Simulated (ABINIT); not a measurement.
Here is an ABINIT 10.8.3 (patched build) calculation.

run.abi

```
# Pseudopotentials
pp_dirpath "./"
pseudos "Hf.upf"

# Structure
acell 9.3774437783 9.3774437782 5.8321337095
rprim
     1.0000000000     0.0000000000     0.0000000000
    -0.5000000000     0.8660254038     0.0000000000
     0.0000000000     0.0000000000     1.0000000000
ntypat 1
znucl 72
natom 3
typat 1 1 1
xred
     0.0076580000     0.0089810000     0.0095940000
     0.3393230000     0.6644730000     0.4890650000
     0.6661210000     0.3289140000     0.5034020000
chkprim 0
chksymtnons 0
tolsym 1.0e-6

# Plane-wave basis
ecut 29.0

# k points
kptopt 1
ngkpt 6 6 9
nshiftk 1
shiftk 0.0 0.0 0.0

# Exchange and correlation
ixc -116133

# Bands and occupations
nband 22
occopt 3
tsmear 0.00183747

# SCF cycle
nstep 100
tolvrs 1.0e-10

# Output
iomode 3
prtwf 0
prtden 0
prteig 0
prtebands 0
enunit 1
```

Potentials or basis: PseudoDojo NC SR PBEsol v0.4.1 standard.

Command:

```bash
$ abinit run.abi > log 2>&1
```

Q: Estimate the largest force.

A: 0.251 eV/Å.

Q: What does it give for the band gap on the k mesh?

A: None (metal or under the smearing width).

Forces on the atoms (eV/Å):
```
Hf   0.006 -0.146 -0.204
Hf  -0.087  0.058  0.162
Hf   0.081  0.088  0.042
```

The run has no spin-orbit coupling, so splittings on Hf are missing.
